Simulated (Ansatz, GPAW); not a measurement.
This is a calculation of SnTe for GPAW 26.7.0 (ASE script). 

run.py

```python
from ase import Atoms
from ase.dft.bandgap import bandgap
from ase.io import write
from ase.units import GPa
from gpaw import GPAW, PW

atoms = Atoms(['Te', 'Sn'],
              cell=[[0.0, 3.15085, 3.15085],
                    [3.15085, 0.0, 3.15085],
                    [3.15085, 3.15085, 0.0]],
              scaled_positions=[[0.5, 0.5, 0.5],
                                [0.0, 0.0, 0.0]],
              pbc=True)

calc = GPAW(mode=PW(600),
            xc='PBE',
            kpts={'size': (7, 7, 7), 'gamma': True},
            occupations={'name': 'methfessel-paxton', 'order': 0, 'width': 0.025},
            nbands=19,
            convergence={'density': 1e-05, 'energy': 1e-05},
            maxiter=150,
            txt='gpaw.txt')
atoms.calc = calc
energy = atoms.get_potential_energy()
forces = atoms.get_forces()
stress = atoms.get_stress()
calc.write('gs.gpw')
write('result.traj', atoms)
print(f'Energy: {energy:.6f} eV')
print('Forces (eV/A):')
print(forces.round(4))
print('Stress (GPa):', (stress / GPa).round(3))
print('Fermi level:', round(calc.get_fermi_level(), 4), 'eV')
print(f'Gap: {bandgap(calc)[0]:.4f} eV, direct: {bandgap(calc, direct=True)[0]:.4f} eV')
```

Potentials or basis: GPAW PAW data sets (gpaw-data 1.2.1), pw.

Command:

```sh
$ OMP_NUM_THREADS=1 python run.py
```

Translate it to Ansatz 0.2.0. Potentials or basis there: all-electron LAPW, scalar-relativistic.

As run (cutoffs and basis follow the program's own potentials, and thresholds, step limits or extra output files can differ):

Contents of input.yaml:

```yaml
crystal:
  lattice:
    - [0.0, 3.15085, 3.15085]
    - [3.15085, 0.0, 3.15085]
    - [3.15085, 3.15085, 0.0]
  atoms:
    - { symbol: Te, position: [0.5, 0.5, 0.5] }
    - { symbol: Sn, position: [0.0, 0.0, 0.0] }
kpoints:
  mp_grid: { grid: [7, 7, 7] }
scf:
  occupations: { method: gaussian, width: 0.025 }
hamiltonian:
  xc: pbe
  pseudopotentials: { kind: all_electron, lapw: { basis_error: 0.001 } }
output:
  forces: true
  stress: true
  eigenvalues: true
```

Potentials or basis: all-electron LAPW, scalar-relativistic.

Run with:

```sh
$ ansatz run input.yaml --threads 1 --pin off --max-ram 3072MiB --backend cpu --events-out ev --progress --plain --runs-dir out
```

Both were run:

|  | GPAW | Ansatz |
| --- | --- | --- |
| Pressure | 1.9 GPa | 2.2 GPa |

Where Ansatz's input types no cutoff or centring, it takes its own default and a Γ-centred mesh.

Pressure is positive in compression.
